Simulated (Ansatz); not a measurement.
In doubt: masses and optical values from hybrid runs of this build are listed as unsure (in some of the runs), which bears on the screening that GW takes from such a start.

Two G0W0 runs on BN (P6_3/mmc).

Symmetry: P6_3/mmc, No. 194, hexagonal system. Conventional cell: a = 2.504 Å, b = 2.504 Å, c = 6.661 Å, α = 90.00°, β = 90.00°, γ = 120.00°. B has 3 N at 1.45 Å nearest. Nearest to N lie 3 B at 1.45 Å. Farther neighbours and most contacts between anions are not listed.

```
B N
1.0
     2.50399    0.00000    0.00000
    -1.25199    2.16852    0.00000
     0.00000    0.00000    6.66120
B N
2 2
Direct
  0.33333 0.66667 0.25000
  0.66667 0.33333 0.75000
  0.33333 0.66667 0.75000
  0.66667 0.33333 0.25000
```

The cell and positions come from the Crystallography Open Database and are kept as given unless a step says otherwise.

The first (Ansatz 0.2.0; start PBE, 12×12×4 mesh, 82 empty bands, screening to 100 eV, PAW set soft_1 files; 1 × NVIDIA H100 80GB HBM3 (shared by 6 runs) with 3 threads of AMD EPYC 7R13 (Zen 3), shared host) gave, on its mesh: starting gap 4.28 eV, G0W0 gap 5.70 eV, RPA ε∞ (mean) 3.89, 46 s.

Question: The second changes start from PBE to Hartree-Fock and mesh from 12×12×4 to 9×9×2. What does it give?

It gave: starting gap 13.33 eV, G0W0 gap 8.52 eV, RPA ε∞ (mean) 2.15, 71 s. The G0W0 gap moves by +2.81 eV, +9.05 eV from the start and −6.23 eV from the correction.

Limits: not at the basis limit; coarse k mesh.

[Paths, hosts, dates, memory and timing lines, banners, echoed tables and standing remarks are left out of the program output.]

[Logs are printed without paths, hosts, clocks, repeated set-up lines and the standing remarks that a program may print on its own settings, such as how far it seeks lower states.]

[Runs of the session that timed out or met a known fault of the program may be left out.]

[Cells called generated may have been cut or substituted from an entry of the Crystallography Open Database or the Materials Project.]

[Hosts, paths, dates, database ids (printed as entryN), source tags and the programs' standing remarks are cut or masked in the printed files.]
